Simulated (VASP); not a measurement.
# Ta (Im-3m) in VASP: elastic constants with LDA

Aim: the elastic constants of Ta with LDA.

Program: VASP 6.6.1. These are calculated values, not measurements. Logs are shortened: lines on timing, memory, paths and dates and some standing lists are left out, and cuts for length are marked.

**1. Starting point**

It takes space group Im-3m (No. 229, cubic). The conventional cell has a = 3.303 Å, b = 3.303 Å, c = 3.303 Å, α = 90.00°, β = 90.00°, γ = 90.00°. Ta (site symmetry m-3m) has 8 Ta at 2.86 Å as nearest neighbours.

**2. Elastic constants, LDA**

The input, POSCAR:

```
Ta
1.0
   -1.6512800000      1.6512800000      1.6512800000
    1.6512800000     -1.6512800000      1.6512800000
    1.6512800000      1.6512800000     -1.6512800000
Ta
1
Direct
    0.0000000000      0.0000000000      0.0000000000
```

The input, INCAR.step1:

```
SYSTEM = Ta
ALGO     = Fast           ! electronic algorithm
EDIFF    = 1E-8           ! SCF threshold, eV
EDIFFG   = -0.002         ! ionic threshold
ENCUT    = 600            ! plane-wave cutoff, eV
IBRION   = 2              ! ionic algorithm
ISIF     = 3              ! what is computed and relaxed
ISMEAR   = 0              ! smearing method
LASPH    = .TRUE.         ! aspherical terms in the spheres
LCHARG   = .FALSE.        ! write CHGCAR
LREAL    = .FALSE.        ! projectors in reciprocal space
LWAVE    = .FALSE.        ! write WAVECAR
NELM     = 80             ! most SCF steps
NSW      = 40             ! ionic steps
PREC     = Accurate       ! precision mode
SIGMA    = 0.1            ! smearing width, eV
```

The input, INCAR.step2:

```
SYSTEM = Ta
ALGO     = Fast           ! electronic algorithm
EDIFF    = 1E-8           ! SCF threshold, eV
ENCUT    = 600            ! plane-wave cutoff, eV
IBRION   = 6              ! ionic algorithm
ISIF     = 3              ! what is computed and relaxed
ISMEAR   = 0              ! smearing method
LASPH    = .TRUE.         ! aspherical terms in the spheres
LCHARG   = .FALSE.        ! write CHGCAR
LREAL    = .FALSE.        ! projectors in reciprocal space
LWAVE    = .FALSE.        ! write WAVECAR
NELM     = 80             ! most SCF steps
NFREE    = 2            
NSW      = 1              ! ionic steps
POTIM    = 0.015          ! step
PREC     = Accurate       ! precision mode
SIGMA    = 0.1            ! smearing width, eV
```

The input, KPOINTS:

```
k-points
0
G
  18 18 18
  0 0 0
```

Potentials or basis: VASP PAW LDA potentials, release 64 (Ta_pv).

Launch:

```console
> cat potpaw_LDA.64/Ta_pv/POTCAR > POTCAR
> cp INCAR.step1 INCAR
> mpirun -np 1 vasp_std > vasp.out
> cp CONTCAR POSCAR
> cp INCAR.step2 INCAR
> mpirun -np 1 vasp_std > vasp.out
```

OUTCAR:

```text
SYSTEM = Ta
   EDIFF = 1E-8
   ENCUT = 600
   IBRION = 6
   ISIF = 3
   ISMEAR = 0
   LASPH = .TRUE.
   LREAL = .FALSE.
   NELM = 80
   NFREE = 2
   NSW = 1
   POTIM = 0.015
   PREC = Accurate

 ion  position               nearest neighbor table
   1  0.000  0.000  0.000-

  LATTYP: Found a body centered cubic cell.
 ALAT       =     3.2571996557

  Lattice vectors:

 A1 = (  -1.6285998279,   1.6285998279,   1.6285998279)
 A2 = (   1.6285998279,  -1.6285998279,   1.6285998279)
 A3 = (   1.6285998279,   1.6285998279,  -1.6285998279)

Analysis of symmetry for initial positions (statically):
=====================================================================
 Subroutine PRICEL returns:
 Original cell was already a primitive cell.

 Routine SETGRP: Setting up the symmetry group for a
 body centered cubic supercell.

 Subroutine GETGRP returns: Found 48 space group operations
 (whereof 48 operations were pure point group operations)
 out of a pool of 48 trial point group operations.

The static configuration has the point symmetry O_h .

Analysis of symmetry for dynamics (positions and initial velocities):
=====================================================================
 Subroutine PRICEL returns:
 Original cell was already a primitive cell.

 Routine SETGRP: Setting up the symmetry group for a
 body centered cubic supercell.

 Subroutine GETGRP returns: Found 48 space group operations
 (whereof 48 operations were pure point group operations)
 out of a pool of 48 trial point group operations.

The dynamic configuration has the point symmetry O_h .

 Subroutine INISYM returns: Found 48 space group operations
 (whereof 48 operations are pure point group operations),
 and found     1 'primitive' translations

----------------------------------------------------------------------------------------

                                     Primitive cell

  volume of cell :      17.2784

  direct lattice vectors                    reciprocal lattice vectors
    -1.628599828  1.628599828  1.628599828     0.000000000  0.307012190  0.307012190
     1.628599828 -1.628599828  1.628599828     0.307012190  0.000000000  0.307012190
     1.628599828  1.628599828 -1.628599828     0.307012190  0.307012190  0.000000000

  length of vectors
     2.820817647  2.820817647  2.820817647     0.434180803  0.434180803  0.434180803

  position of ions in fractional coordinates (direct lattice)
     0.000000000  0.000000000  0.000000000

  ion indices of the primitive-cell ions
   primitive index   ion index
                 1           1

----------------------------------------------------------------------------------------

 KPOINTS: k-points

Automatic generation of k-mesh.
 Grid dimensions read from file:
 generate k-points for:   18   18   18

 Generating k-lattice:

  Cartesian coordinates                     Fractional coordinates (reciprocal lattice)
     0.000000000  0.017056233  0.017056233     0.055555556  0.000000000  0.000000000
     0.017056233  0.000000000  0.017056233     0.000000000  0.055555556  0.000000000
     0.017056233  0.017056233  0.000000000     0.000000000  0.000000000  0.055555556

  Length of vectors
     0.024121156  0.024121156  0.024121156

[... 97 lines left out ...]
 Free energy of the ion-electron system (eV)
  ---------------------------------------------------
  ext. energy  EPLUGINS =         0.00000000
  ---------------------------------------------------
  free energy    TOTEN  =       -12.83309498 eV

  energy without entropy =      -12.82732971  energy(sigma->0) =      -12.83021234

------------------------ aborting loop because EDIFF is reached ----------------------------------------

  FORCE on cell =-STRESS in cart. coord.  units (eV):
  Direction    XX          YY          ZZ          XY          YZ          ZX
  --------------------------------------------------------------------------------------
  -------------------------------------------------------------------------------------
  Total        0.0001370      0.0001370      0.0001370      0.0000000      0.0000000      0.0000000
  in kB        0.0127062      0.0127062      0.0127062      0.0000000      0.0000000      0.0000000
  external PRESSURE =       0.0127062 kB  Pullay stress =       0.0000000 kB
[... 86 lines left out ...]
  FREE ENERGIE OF THE ION-ELECTRON SYSTEM (eV)
  ---------------------------------------------------
  free  energy   TOTEN  =       -12.8292590590 eV

  energy  without entropy=      -12.8234480596  energy(sigma->0) =      -12.82635356

[... ionic steps 4 to 12 ...]

--------------------------------------- Ionic step       13  -------------------------------------------

 number of electron      11.0000000 magnetization

------------------------ aborting loop because EDIFF is reached ----------------------------------------
[... 65 lines left out ...]
--------------------------------------- Ionic step       15  -------------------------------------------

 number of electron      11.0000000 magnetization

 Free energy of the ion-electron system (eV)
  ---------------------------------------------------
  ext. energy  EPLUGINS =         0.00000000
  ---------------------------------------------------
  free energy    TOTEN  =       -12.83309518 eV

  energy without entropy =      -12.82732989  energy(sigma->0) =      -12.83021254

 E-fermi :   5.7470     XC(G=0): -13.0082

 val. band max:        5.7469545700   @ k =  -0.3333   0.3333   0.1667
 cond. band min:       5.7581351845   @ k =  -0.2222   0.2222   0.1667
 fundamental gap:      0.0111806145
 Fermi energy:         5.7469623958

 k-point     1 :       0.0000    0.0000    0.0000
  band No.  band energies     occupation
      1     -26.9859      2.00000
      2     -26.9859      2.00000
      3     -26.9859      2.00000
      4      -2.2479      2.00000
      5       6.4167      0.00000
      6       6.4167      0.00000
      7       6.4167      0.00000
      8       9.8257      0.00000
      9       9.8257      0.00000
[... 265 lines left out ...]
 k-point    24 :       0.3889    0.1111    0.0000
  band No.  band energies     occupation
      1     -28.2708      2.00000
      2     -27.4638      2.00000
      3     -27.0565      2.00000
      4       1.6172      2.00000
      5       4.1770      2.00000
      6       6.6268      0.00000
      7       9.5977      0.00000
      8      10.9661      0.00000
      9      14.0287      0.00000

 [... further k-points ...]

------------------------ aborting loop because EDIFF is reached ----------------------------------------

  FORCE on cell =-STRESS in cart. coord.  units (eV):
  Direction    XX          YY          ZZ          XY          YZ          ZX
  --------------------------------------------------------------------------------------
  -------------------------------------------------------------------------------------
  Total        0.0001550      0.0001550      0.0001550     -0.0000000     -0.0000000      0.0000000
  in kB        0.0143742      0.0143742      0.0143742     -0.0000000     -0.0000000      0.0000000
  external PRESSURE =       0.0143742 kB  Pullay stress =       0.0000000 kB
[... 16 lines left out ...]
  FREE ENERGIE OF THE ION-ELECTRON SYSTEM (eV)
  ---------------------------------------------------
  free  energy   TOTEN  =       -12.8330951762 eV

  energy  without entropy=      -12.8273298942  energy(sigma->0) =      -12.83021254

 INTERNAL STRAIN TENSORS FROM STRAINED CELLS
 ============================================

 INTERNAL STRAIN TENSOR FOR ION    1 for displacements in x,y,z  (eV/Angst):
          X           Y           Z          XY          YZ          ZX
  --------------------------------------------------------------------------------
  x    -0.00000     0.00000     0.00000     0.00000     0.00000     0.00000
  y    -0.00000    -0.00000    -0.00000     0.00000     0.00000    -0.00000
  z    -0.00000     0.00000    -0.00000    -0.00000    -0.00000     0.00000

 INTERNAL STRAIN TENSORS FROM DISPLACED ATOMS
 ============================================

 INTERNAL STRAIN TENSOR FOR ION    1 for displacements in x,y,z  (eV/Angst):
          X           Y           Z          XY          YZ          ZX
  --------------------------------------------------------------------------------
  x     0.00000     0.00000     0.00000     0.00000     0.00000     0.00000
  y     0.00000     0.00000     0.00000     0.00000     0.00000     0.00000
  z     0.00000     0.00000     0.00000     0.00000     0.00000     0.00000

 Eigenvectors and eigenvalues of the dynamical matrix
 ----------------------------------------------------

   1 f/i=    0.000000 THz     0.000000 2PiTHz    0.000000 cm-1     0.000000 meV
             X         Y         Z           dx          dy          dz
      0.000000  0.000000  0.000000     0.171384    0.985204    0.000000

   2 f/i=    0.000000 THz     0.000000 2PiTHz    0.000000 cm-1     0.000000 meV
             X         Y         Z           dx          dy          dz
      0.000000  0.000000  0.000000    -0.985204    0.171384    0.000000

   3 f/i=    0.000000 THz     0.000000 2PiTHz    0.000000 cm-1     0.000000 meV
             X         Y         Z           dx          dy          dz
      0.000000  0.000000  0.000000     0.000000    0.000000    1.000000

--------------------------------------------------------------------------------------------------------

 ELASTIC MODULI CONTR FROM IONIC RELAXATION (kBar)
 Direction    XX          YY          ZZ          XY          YZ          ZX
 --------------------------------------------------------------------------------
 XX           0.0000      0.0000      0.0000      0.0000      0.0000      0.0000
 YY           0.0000      0.0000      0.0000      0.0000      0.0000      0.0000
 ZZ           0.0000      0.0000      0.0000      0.0000      0.0000      0.0000
 XY           0.0000      0.0000      0.0000      0.0000      0.0000      0.0000
 YZ           0.0000      0.0000      0.0000      0.0000      0.0000      0.0000
 ZX           0.0000      0.0000      0.0000      0.0000      0.0000      0.0000
 --------------------------------------------------------------------------------

 TOTAL ELASTIC MODULI (kBar)
 Direction    XX          YY          ZZ          XY          YZ          ZX
 --------------------------------------------------------------------------------
 XX        3083.4459   1786.8509   1786.8509      0.0000      0.0000     -0.0000
 YY        1786.8509   3083.4459   1786.8509     -0.0000     -0.0000     -0.0000
 ZZ        1786.8509   1786.8509   3083.4459      0.0000      0.0000      0.0000
 XY           0.0000     -0.0000      0.0000    780.6264      0.0000     -0.0000
 YZ           0.0000     -0.0000      0.0000      0.0000    780.6264      0.0000
 ZX          -0.0000     -0.0000      0.0000     -0.0000      0.0000    780.6264
 --------------------------------------------------------------------------------
```

It took 15 min on 1 thread of Intel Xeon Platinum 8488C (Sapphire Rapids), shared host; peak memory 0.66 GiB.

What came out:

```yaml
Relaxed_volume: 17.28 Å³/atom
Relaxed_cell: a = 2.821 Å, b = 2.821 Å, c = 2.821 Å, α = 109.47°, β = 109.47°, γ = 109.47°
Space_group_after_relaxing_to_0.05_Å: Im-3m (No. 229)
Elastic_constants_C11_C12_C44: 308, 179, 78 GPa
Voigt_bulk_modulus: 222 GPa
```

Step by step:
```csv
step,energy change (eV),largest force (eV/Å),pressure (GPa),volume (Å³)
1,0.0000,0.0000,-8.47,18.01
2,0.1054,0.0000,26.45,15.64
3,-0.0200,0.0000,-0.39,17.31
4,-0.0201,0.0000,-0.03,17.28
5,-0.0201,0.0000,0.15,17.27
6,-0.0200,0.0000,-0.31,17.30
7,-0.0201,0.0000,0.00,17.28
```

Final structure:
```yaml
crystal:
  lattice:
    - [-1.62860, 1.62860, 1.62860]
    - [1.62860, -1.62860, 1.62860]
    - [1.62860, 1.62860, -1.62860]
  atoms:
    - { symbol: Ta, position: [0.00000, 0.00000, 0.00000] }
```

Elastic tensor in Voigt notation (GPa, in the Cartesian axes of the cell as first typed):
```
308 179 179   0   0   0
179 308 179   0   0   0
179 179 308   0   0   0
  0   0   0  78   0   0
  0   0   0   0  78   0
  0   0   0   0   0  78
```

Clamped-ion elastic tensor (GPa):
```
308 179 179   0   0   0
179 308 179   0   0   0
179 179 308   0   0   0
  0   0   0  78   0   0
  0   0   0   0  78   0
  0   0   0   0   0  78
```

Spin-orbit coupling is left out, which matters for the levels of Ta.
